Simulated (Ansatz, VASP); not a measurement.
# Au: VASP beside Ansatz

```
Au
1.0
     2.83697    0.00000    0.00000
    -1.41849    2.45689    0.00000
     0.00000    0.00000    4.76185
Au
2
Cartesian
  0.0000 1.6379 3.5714
  1.4185 0.8190 1.1905
```

Alike in both runs: functional LDA; k mesh 18 × 18 × 10; occupations fermi-dirac, width 0.15 eV; no spin polarisation.

Ansatz relaxed the structure, and its values are those at the end. VASP's run is a single point on that final structure, the one shown.

|  | VASP | Ansatz |
| --- | --- | --- |
| version | VASP 6.6.1 | Ansatz 0.2.0 |
| potentials or method | VASP PAW LDA potentials, release 64 (Au) | scalar-relativistic, plane waves, PAW |
| plane-wave cutoff (eV) | 520 | 420 |
| valence electrons in the cell | 22 | 38 |

VASP gave:

```
gap on the k mesh at the Fermi level (eV) : none
pressure (GPa)                            : 0.5
```

**Question.** What did Ansatz give for the same quantities?

**Answer.** gap on the k mesh at the Fermi level (eV): none; pressure (GPa): 0.0.

A gap of «none» marks a metal or a gap that the smearing closes. The two sets of potentials don't hold the same shells in valence.

Spin-orbit coupling is left out, which matters for the levels of Au.
